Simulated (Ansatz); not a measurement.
**Structure types of CdSe compared at 50 GPa**

Structure types of CdSe are relaxed in primitive cells with their symmetry kept at 50 GPa, on PAW files; LAPW relaxes the small cells further and takes the PAW cell for the others (marked *). The enthalpy is E + pV at zero temperature, without zero-point motion. Only the types listed were tried, and differences under about 5 meV/atom are mesh noise. The real phase may be another.

Computed with Ansatz 0.2.0; functional PBE, scalar-relativistic. Settings: Fermi–Dirac smearing of 0.05 eV, no spin polarisation. Methods: LAPW: all electrons, basis error target 0.5 meV/atom; PAW: frozen-core files, cutoff 420 eV.

k meshes: rocksalt 14×14×14, CsCl 14×14×14, zincblende 12×12×12, wurtzite 9×9×5, NiAs 11×11×6.

Question: Which type is lowest in enthalpy, and by how much?

Answer: rocksalt, 92 meV/atom below NiAs. The whole table:

```tsv
start type	ends as	a, b, c (Å)	V (Å³/atom)	H − H(lowest), LAPW (meV/atom)	same, PAW
rocksalt	rocksalt, Fm-3m	5.097, 5.097, 5.097	16.55	0.0	0.0
CsCl	CsCl, Pm-3m	3.152, 3.152, 3.152	15.66	149.1	150.1
zincblende	zincblende, F-43m	5.388, 5.388, 5.388	19.55	1078.5	1076.2
wurtzite*	distorted wurtzite, P6_3mc	2.694, 2.694, 9.990	15.69	391.3	392.0
NiAs*	NiAs, P6_3/mmc	3.515, 3.515, 6.234	16.68	92.0	92.2
```

Question: Split the lead of rocksalt over NiAs into energy and pV.

Answer: For NiAs less rocksalt: ΔE = +51.5 meV/atom, and p·ΔV = 50 GPa × +0.1297 Å³ × 6.242 meV/(GPa·Å³) = +40.5 meV/atom, together 92.0 meV/atom. rocksalt wins on both counts.
